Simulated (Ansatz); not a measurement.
# RuS2 (CdI2 type): equation of state

Aim: the bulk modulus of RuS2 (CdI2 type) from energies at several volumes around the relaxed one, with shape and atoms relaxed at each. This structure was made by substitution into a known type, so it needn't be the compound's stable form.

Program: Ansatz 0.2.0. Level of theory: DFT PBEsol, scalar-relativistic, plane waves, PAW. These are calculated values, not measurements.

## (1) The system as given

Symmetry: P-3m1, No. 164, trigonal system. The conventional cell has a = 3.371 Å, b = 3.371 Å, c = 4.887 Å, α = 90.00°, β = 90.00°, γ = 120.00°. Ru (site symmetry -3m) is surrounded by 6 S at 2.35 Å. S (site symmetry 3m) is surrounded by 3 Ru at 2.35 Å.

Coordinates:

```xyz
3
Lattice="3.3709 0.0000 0.0000 -1.6854 2.9192 0.0000 0.0000 0.0000 4.8872" Properties=species:S:1:pos:R:3 pbc="T T T"
Ru    0.0000    0.0000    0.0000
S     0.0000    1.9462    1.3173
S     1.6854    0.9731    3.5698
```

This cell comes from an earlier session at PBEsol: 16.030 Å³/atom at 0.02 GPa, on a 10×10×6 mesh.

Volume factors to run: 0.980, 1.020, 0.960, 1.040.

## (2) Volume × 0.980

File input.yaml:

```yaml
crystal:
  lattice:
    - [3.3482287236, 0.0, 0.0]
    - [-1.6741143618, 2.8996511323, 0.0]
    - [0.0, 0.0, 4.8543529719]
  atoms:
    - { symbol: Ru, position: [0.0, 0.0, 0.0], spin: 0.29 }
    - { symbol: S, position: [0.3333333333, 0.6666666667, 0.269547681] }
    - { symbol: S, position: [0.6666666667, 0.3333333333, 0.730452319] }
basis:
  ecutwfc: 420
  ecutrho_ratio: 4
kpoints:
  mp_grid: { grid: [10, 10, 6] }
hamiltonian:
  xc: pbesol
scf:
  occupations: { method: gaussian, width: 0.05 }
output:
  forces: true
  stress: true
  eigenvalues: true
  populations: true
magnetization:
  spin_polarized: true
relax:
  f_tol: 0.01
  max_steps: 40
  cell: { stress_tol: 0.1, fix: [volume] }
```

Run with:

```
$ ansatz run input.yaml --threads 4 --pin off --max-ram 4096MiB --backend cpu --events-out ev --progress --plain --runs-dir out
```

Further steps of the session: Scaling the volume by 1.020; At 0.960 of the relaxed volume; Volume × 1.040.

What does the calculation give? Wanted: fit.

**Answer**, as computed:

| quantity | value |
| --- | --- |
| fit | poor, no modulus quoted |

What this shows: The points don't follow one smooth curve, or give an unlikely pressure derivative, as when the electronic state or the structure changes between volumes; no modulus is quoted. These are values at 0 K without zero-point motion. No dispersion term is included, so distances between weakly bound layers or units are the least certain numbers.
